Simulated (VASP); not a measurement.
# From an Ansatz input to VASP: Na2S (strained antifluorite)

Ansatz input

```yaml
crystal:
  lattice:
    - [0.0, 3.3368182621, 3.3368182621]
    - [3.3368182621, 0.0, 3.3368182621]
    - [3.3368182621, 3.3368182621, 0.0]
  atoms:
    - { symbol: S, position: [0.0, 0.0, 0.0] }
    - { symbol: Na, position: [0.25, 0.25, 0.25] }
    - { symbol: Na, position: [0.75, 0.75, 0.75] }
kpoints:
  mp_grid: { grid: [8, 8, 8] }
  band_path:
    path:
      - [0.0, 0.0, 0.0]
      - [0.5, 0.0, 0.5]
      - [0.625, 0.25, 0.625]
      - [0.375, 0.375, 0.75]
      - [0.5, 0.5, 0.5]
      - [0.5, 0.25, 0.75]
    npoints: 1
hamiltonian:
  xc: pbe
scf:
  occupations: { method: fermi_dirac, width: 0.02 }
  n_extra_bands: 4
output:
  forces: true
  stress: true
  eigenvalues: true
```

Problem. Which VASP files do the same job?

Solution. 

INCAR

```
ISMEAR = -1
IBRION = -1
LCHARG = .TRUE.
NSW = 0
ENCUT = 520
LELF = .TRUE.
NELM = 120
NBANDS = 17
LASPH = .TRUE.
ISIF = 2
SIGMA = 0.02
LWAVE = .FALSE.
GGA = PE
LREAL = .FALSE.
PREC = Accurate
EDIFF = 1E-7
```

KPOINTS

```
KPOINTS created by Atomic Simulation Environment
0
Gamma
8 8 8
0 0 0
```

KPOINTS_OPT

```
special points
6
Reciprocal
0.0000000000 0.0000000000 0.0000000000 1
0.5000000000 0.0000000000 0.5000000000 1
0.6250000000 0.2500000000 0.6250000000 1
0.3750000000 0.3750000000 0.7500000000 1
0.5000000000 0.5000000000 0.5000000000 1
0.5000000000 0.2500000000 0.7500000000 1
```

POSCAR

```
S  Na
 1.0000000000000000
     0.0000000000000000    3.3368182621000000    3.3368182621000000
     3.3368182621000000    0.0000000000000000    3.3368182621000000
     3.3368182621000000    3.3368182621000000    0.0000000000000000
 S   Na
   1   2
Cartesian
  0.0000000000000000  0.0000000000000000  0.0000000000000000
  1.6684091310500004  1.6684091310500004  1.6684091310500004
  5.0052273931500011  5.0052273931500011  5.0052273931500011
```

VASP ran with the recommended PBE PAW datasets (20 valence electrons in the cell). Other inputs would serve too.

```
                             Ansatz      VASP
gap between bands v and c   2.30 eV   2.29 eV
         least direct gap   2.30 eV   2.29 eV
                 pressure  -1.2 GPa  -1.2 GPa
```

The two codes use different PAW datasets and cutoffs. VASP's cell holds 20 valence electrons and Ansatz's 24. Ansatz's stress includes a Pulay correction; VASP's doesn't.
